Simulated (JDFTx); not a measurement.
The system is V.

```
CELL_PARAMETERS angstrom
-1.51435 1.51435 1.51435
1.51435 -1.51435 1.51435
1.51435 1.51435 -1.51435
ATOMIC_POSITIONS crystal
V 0.00000 0.00000 0.00000
```

Base run:

| Quantity | Value |
| --- | --- |
| Program | JDFTx 1.7.0 (patched build) |
| Functional | PBE |
| Potentials or basis | PseudoDojo-SR-PBE-0.5-standard |
| Cutoff | 1143 eV |
| Density cutoff | 4572 eV |
| k mesh | 12 × 12 × 12 |
| Occupations | fermi-dirac, width 0.05 eV |
| Spin | collinear spin, ferromagnetic start |
| Starting moments | [2.0] μB |

Its results: band gap on the k mesh none (metal or under the smearing width); pressure -5.2 GPa; net moment 0.00 μB per cell.

Question: The run is repeated on the same cell with these changes: functional from PBE to PBEsol; potentials or basis from PseudoDojo-SR-PBE-0.5-standard to PseudoDojo-SR-PBEsol-0.4.1-standard with smoothed tails. What comes out?

Answer: Band gap on the k mesh none (metal or under the smearing width); pressure -12.0 GPa; net moment 0.00 μB per cell.

Not every run made on this cell is shown here.
